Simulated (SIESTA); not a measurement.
## Ge under changes of volume

One of the cells (23.290 Å³/atom); the others are scaled copies at fixed shape and fractional positions:

```
CELL_PARAMETERS angstrom
4.02406 0.00000 0.00000
-2.01203 3.48494 0.00000
0.00000 0.00000 6.64308
ATOMIC_POSITIONS crystal
Ge 0.33333 0.66667 0.93710
Ge 0.66667 0.33333 0.43710
Ge 0.33333 0.66667 0.56290
Ge 0.66667 0.33333 0.06290
```

This isn't the form of Ge at room conditions, which is diamond.

- Program: SIESTA 5.4.2
- Functional: PBEsol
- Potentials or basis: PseudoDojo 0.4 standard (PBEsol files)
- Basis: DZP (energy shift 0.003 Ry; two zetas on semicore shells)
- Grid cutoff: 800 Ry
- Energy shift: 0.003 Ry
- k mesh: 8 × 8 × 4
- Occupations: fermi-dirac, width 0.05 eV
- Spin: no spin polarisation

| volume (Å³/atom) | energy over the lowest point (meV/atom) | pressure (GPa) | largest force (eV/Å) |
| --- | --- | --- | --- |
| 21.463 | ? | ? | ? |
| 21.920 | 16.58 | 4.2 | 0.029 |
| 22.377 | 7.06 | 2.6 | 0.015 |
| 23.290 | 0.00 | -0.1 | 0.038 |
| 23.747 | 2.23 | -1.4 | 0.022 |
| 24.203 | 8.11 | -2.5 | 0.006 |

Q: What does the run at 21.463 Å³/atom give?

A: Energy over the lowest point 31.37 meV/atom; pressure 6.2 GPa; largest force 0.048 eV/Å.

Worked out: A Birch-Murnaghan fit of order 3 (a polynomial in V^(-2/3)) to the other rows has its minimum at 23.25 Å³/atom with B0 = V·E''(V) = 68 GPa (rough, since the energies scatter) at fixed shape and positions, which overstates the stiffness. It gives 30.22 meV/atom at 21.463 Å³/atom, against the run's 31.37, and -dE/dV = 5.5 GPa, against 6.2.

Energies are extrapolated to zero smearing.

Caveats: the basis of atomic orbitals isn't converged, which shifts pressures, moduli and gaps.
